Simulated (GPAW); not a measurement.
MgO in GPAW: the effect of exact-exchange share

MgO:

```
CELL_PARAMETERS angstrom
2.93802 0.00000 0.00000
-1.46901 2.54440 0.00000
0.00000 0.00000 2.67968
ATOMIC_POSITIONS crystal
Mg 0.00000 0.00000 0.00000
O 0.33333 0.66667 0.50000
```

Measurements of this composition are mostly on another form, of space group No. 225.

Alike in all runs:

| Property | Result |
| --- | --- |
| Program | GPAW 26.7.0 |
| Task | single point |
| Potentials or basis | GPAW PAW data sets (gpaw-data 1.2.1) |
| Cutoff | 600 eV |
| Basis | pw |
| k mesh | 3 × 3 × 3 |
| Occupations | fermi-dirac, width 0.05 eV |
| Spin | no spin polarisation |

```tsv
exact-exchange share	functional	gap on the mesh (eV)
0.1	PBEh(alpha)	?
0.2	PBEh(alpha)	4.90
0.25	PBE0	5.39
0.35	PBEh(alpha)	6.39
0.5	PBEh(alpha)	7.90
```

Q: What does the run with exact-exchange share 0.1 give?

A: gap on the mesh 3.93 eV.

Worked out: A straight line through the other rows of the gap on the mesh, of slope 10 eV per unit of exact-exchange share, extrapolates to 3.89 eV, against the run's 3.93.

Caveats: all runs use coarse meshes; exact exchange converges slowly with the k mesh, and this mesh is small; an odd mesh through Γ misses points on the zone boundary, where band edges often lie.
